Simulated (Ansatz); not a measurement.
Input and command of a calculation in Ansatz (plane waves; scalar-relativistic PAW potentials unless the input names others):

```yaml
crystal:
  lattice:
    - [1.2597462304, 0.7273148252, 10.3668212012]
    - [-1.2597462304, 0.7273148252, 10.3668212012]
    - [0.0, -1.4546296504, 10.3668212012]
  atoms:
    - { symbol: C, position: [0.0248251803, 0.0248251803, 0.0248251803] }
    - { symbol: C, position: [0.9751748197, 0.9751748197, 0.9751748197] }
    - { symbol: C, position: [0.1086818836, 0.1086818836, 0.1086818836] }
    - { symbol: C, position: [0.8913181164, 0.8913181164, 0.8913181164] }
    - { symbol: C, position: [0.1583664656, 0.1583664656, 0.1583664656] }
    - { symbol: C, position: [0.8416335344, 0.8416335344, 0.8416335344] }
    - { symbol: C, position: [0.3748589408, 0.3748589408, 0.3748589408] }
    - { symbol: C, position: [0.6251410592, 0.6251410592, 0.6251410592] }
    - { symbol: C, position: [0.4253197623, 0.4253197623, 0.4253197623] }
    - { symbol: C, position: [0.5746802377, 0.5746802377, 0.5746802377] }
basis:
  ecutwfc: 420
kpoints:
  mp_grid: { grid: [12, 12, 12] }
hamiltonian:
  xc: pbe
  dispersion: d3bj
  hubbard: { sites: [{ species: C, l: p, u_eff: 20.0 }] }
scf:
  occupations: { method: gaussian, width: 0.02 }
  max_iter: 60
output:
  forces: true
  eigenvalues: true
  stress: true
relax:
  adjacent_minimum: "off"
  f_tol: 0.005
  max_steps: 50
  cell: { stress_tol: 0.05 }
```

```bash
ansatz run input.yaml --threads 2 --pin off --max-ram 5120MiB --backend cpu --events-out ev --progress --plain --runs-dir out
```

Abridged log:
```
The last accepted step is kept in <dir> (removed where the run ends without a failure and the disk answers)
C: projections on atomic orbitals take those of the free atom [He] 2s2 2p2, of charge +0.00 (hamiltonian.pseudopotentials.projection_atoms); the dataset's partial waves leave at most 3.7e-9 of an orbital's norm unspanned inside its sphere
Pseudopotentials: kind: paw
Pseudopotential: C, paw, valence charge 4, recommended cutoff 420 eV (normal)
Functional definition: PBE
Crystal: 10 atoms, lattice volume = 56.990 Å³
Basis set: ecut = 420 eV, 1121 PW (Γ), FFT grids on a1−a3, a2−a3, a3, exchange–correlation on 36×36×144 points (8 copies of the dense FFT grid, shifted against one another)
Bands: 30, of which v1, the nominal top of the filled ones, is band 20 counted from 1 (19 counted from 0)
Symmetry: 12 space group operations
Space group: R-3m (ITA 166), of the structure as read, at distance tolerance 3.8e-5 Å
k-points: 189 of 1728
Initial density: superposition of atomic densities (chi_scale 0.1, normalization cell)
Initial wavefunctions: pseudopotential atomic-orbital guess
Functional: x = pbe(κ = 0.804, μ = 0.21951497), c = pbe(β = 0.06672455)
SCF iter   1: F=—  HF=-2347.128651 eV  |F-HF|=—  |Δ(HF+E_count)|=         —  Δρ=1.46e-1  dr2=9.00e0  ethr=3.10e-3  ⟨swp⟩=6.5  Hψ=27526  notcnv=0  defer=6
SCF iter   2: F=—  HF=-2354.958294 eV  |F-HF|=—  |Δ(HF+E_count)|=    7.83e0  Δρ=5.39e-2  dr2=1.03e0  ethr=3.10e-3  ⟨swp⟩=2.7  Hψ=12598  notcnv=0  defer=728
SCF iter   3: F=—  HF=-2359.867102 eV  |F-HF|=—  |Δ(HF+E_count)|=    4.91e0  Δρ=4.42e-3  dr2=2.53e-2  ethr=2.58e-3  ⟨swp⟩=3.4  Hψ=11177  notcnv=0  defer=729
SCF iter   4: F=—  HF=-2359.964657 eV  |F-HF|=—  |Δ(HF+E_count)|=   9.76e-2  Δρ=6.87e-3  dr2=1.23e-1  ethr=6.32e-5  ⟨swp⟩=3.8  Hψ=13452  notcnv=0  defer=661
SCF iter   5: F=—  HF=-2359.938793 eV  |F-HF|=—  |Δ(HF+E_count)|=   2.59e-2  Δρ=1.69e-3  dr2=7.86e-3  ethr=6.32e-5  ⟨swp⟩=4.1  Hψ=11687  notcnv=0  defer=661
SCF iter   6: F=—  HF=-2359.937176 eV  |F-HF|=—  |Δ(HF+E_count)|=   1.62e-3  Δρ=6.97e-4  dr2=1.56e-4  ethr=1.96e-5  ⟨swp⟩=2.8  Hψ=9119  notcnv=0  defer=650
SCF iter   7: F=—  HF=-2359.937157 eV  |F-HF|=—  |Δ(HF+E_count)|=   1.88e-5  Δρ=1.10e-4  dr2=4.26e-6  ethr=3.89e-7  ⟨swp⟩=2.2  Hψ=7198  notcnv=0  defer=650
SCF iter   8: F=—  HF=-2359.937159 eV  |F-HF|=—  |Δ(HF+E_count)|=   1.87e-6  Δρ=5.12e-5  dr2=1.48e-6  ethr=1.07e-8  ⟨swp⟩=2.0  Hψ=8109  notcnv=0  defer=650
   ...
SCF iter   1: F=—  HF=-2359.957864 eV  |F-HF|=—  |Δ(HF+E_count)|=         —  Δρ=1.00e-4  dr2=4.79e-6  ethr=1.27e-8  ⟨swp⟩=1.9  Hψ=20386  notcnv=0
SCF iter   2: F=—  HF=-2359.957863 eV  |F-HF|=—  |Δ(HF+E_count)|=   1.11e-6  Δρ=3.59e-5  dr2=6.36e-7  ethr=1.20e-8  ⟨swp⟩=2.0  Hψ=9393  notcnv=0
SCF iter   3: F=-2359.957863 eV  HF=-2359.957863 eV  |F-HF|=5.78e-9  |Δ(HF+E_count)|=   1.42e-8  Δρ=3.41e-6  dr2=7.47e-9  ethr=2.10e-10  ⟨swp⟩=3.6  Hψ=22350  notcnv=0
SCF 7 converged in 3 iterations: F = -2359.957863 eV  dr2 = 7.47e-9
relax step   7: F+E_penalty+E_count = -2359.95786257 eV  Δ(F+E_penalty+E_count) = -1.524e-4 eV  max|allowed force component| = 2.341e-4 eV/Å  Δτ_max = 0.0000 Å  P = -0.002 GPa  Ω = 56.049 Å³  energy of the carried Pulay correction = +1.406e-4 eV  (3 SCF iters, dr2 threshold 8.40e-8 eV, accepted)
SCF iter   1: F=—  HF=-2359.957740 eV  |F-HF|=—  |Δ(HF+E_count)|=         —  Δρ=4.80e-6  dr2=8.77e-9  ethr=4.88e-9  ⟨swp⟩=4.0  Hψ=44583  notcnv=0
SCF iter   2: F=—  HF=-2359.957741 eV  |F-HF|=—  |Δ(HF+E_count)|=   2.64e-7  Δρ=2.40e-6  dr2=4.13e-9  ethr=2.19e-11  ⟨swp⟩=2.0  Hψ=9063  notcnv=0
SCF iter   3: F=—  HF=-2359.957741 eV  |F-HF|=—  |Δ(HF+E_count)|=   2.56e-9  Δρ=1.39e-6  dr2=3.37e-9  ethr=1.03e-11  ⟨swp⟩=2.1  Hψ=8325  notcnv=0
SCF iter   4: F=—  HF=-2359.957741 eV  |F-HF|=—  |Δ(HF+E_count)|=  6.60e-10  Δρ=4.31e-7  dr2=5.70e-10  ethr=8.43e-12  ⟨swp⟩=2.4  Hψ=8372  notcnv=0
SCF iter   5: F=-2359.957741 eV  HF=-2359.957741 eV  |F-HF|=1.82e-12  |Δ(HF+E_count)|=  5.14e-11  Δρ=1.74e-7  dr2=5.57e-12  ethr=1.00e-12  ⟨swp⟩=3.1  Hψ=19773  notcnv=0
SCF 8 converged in 5 iterations: F = -2359.957741 eV  dr2 = 5.57e-12
SCF converged after 5 iterations
Free energy (F): -2359.957741 eV
Harris-Foulkes:  -2359.957741 eV  (|F-HF|=1.82e-12)
Internal energy: -2359.957741 eV  (E = F + TS)
E sigma→0 (E₀):  -2359.957741 eV
Fermi energy:    15.774988 eV
  E_disp       = -1.936375  (pairwise vdW)
--- Forces (eV/Å), atoms counted from 1 ---
  atom   1  C      0.00000000     0.00000000     0.00009993
  atom   2  C      0.00000000     0.00000000    -0.00009993
  atom   3  C      0.00000000     0.00000000    -0.00011786
  atom   4  C      0.00000000     0.00000000     0.00011786
  atom   5  C      0.00000000     0.00000000     0.00014685
  atom   6  C      0.00000000     0.00000000    -0.00014685
  atom   7  C      0.00000000     0.00000000    -0.00011950
  atom   8  C      0.00000000     0.00000000     0.00011950
  atom   9  C      0.00000000     0.00000000     0.00017733
  atom  10  C      0.00000000     0.00000000    -0.00017733
--- Stress (GPa, compression-positive) ---
       -0.005073       0.000000       0.000000
        0.000000      -0.005073       0.000000
        0.000000       0.000000      -0.002475
  P = ⅓ Tr σ = -0.0042 GPa (-0.042 kbar)
Occupation matrices written to <dir>
--- Relaxed structure (6 steps of the walk, 6 accepted, 2 SCFs on fresh bases) ---
  F+E_penalty+E_count = -2359.95774054 eV   max|allowed force component| = 1.773e-4 eV/Å   (the final SCF, on the basis selected at the relaxed cell)
  cell:  # Å, volume = 56.0485 Å³
    - [1.25260260, 0.72319045, 10.31209581]
    - [-1.25260260, 0.72319045, 10.31209581]
    - [0.0, -1.44638090, 10.31209581]
  atoms:
    - { symbol: C, position: [0.02482915, 0.02482915, 0.02482915] }
    - { symbol: C, position: [0.97517084, 0.97517084, 0.97517084] }
    - { symbol: C, position: [0.10868978, 0.10868978, 0.10868978] }
    - { symbol: C, position: [0.89131021, 0.89131021, 0.89131021] }
    - { symbol: C, position: [0.15837119, 0.15837119, 0.15837119] }
    - { symbol: C, position: [0.84162880, 0.84162880, 0.84162880] }
    - { symbol: C, position: [0.37486695, 0.37486695, 0.37486695] }
    - { symbol: C, position: [0.62513304, 0.62513304, 0.62513304] }
    - { symbol: C, position: [0.42532238, 0.42532238, 0.42532238] }
    - { symbol: C, position: [0.57467761, 0.57467761, 0.57467761] }
```

**Question.** What is wrong with this input?

**Answer.** The fault is an enormous or negative U (hamiltonian.hubbard: not typed → {"sites": [{"species": "C", "l": "p", "u_eff": 20.0}]}, the first being the value of the sound run). Setting it back cures it. The run converged all the same, with an energy at zero smearing 15.0 eV/atom above the reference's (the Hamiltonian itself differs), a relaxed volume of 5.60 Å³/atom, pressure 0.00 GPa, largest force 0.000 eV/Å, gap on the mesh 4.64 eV, so convergence alone doesn't show that an input is right. A reference run from the same start on usual settings converged, and the end of its own relaxation has a relaxed volume of 5.63 Å³/atom, pressure 0.00 GPa, largest force 0.000 eV/Å, gap on the mesh 4.51 eV.

Time: 4.1 min on 2 threads of AMD EPYC 7R43 64-Core Processor (Zen 3) (shared host), peak memory 0.81 GiB.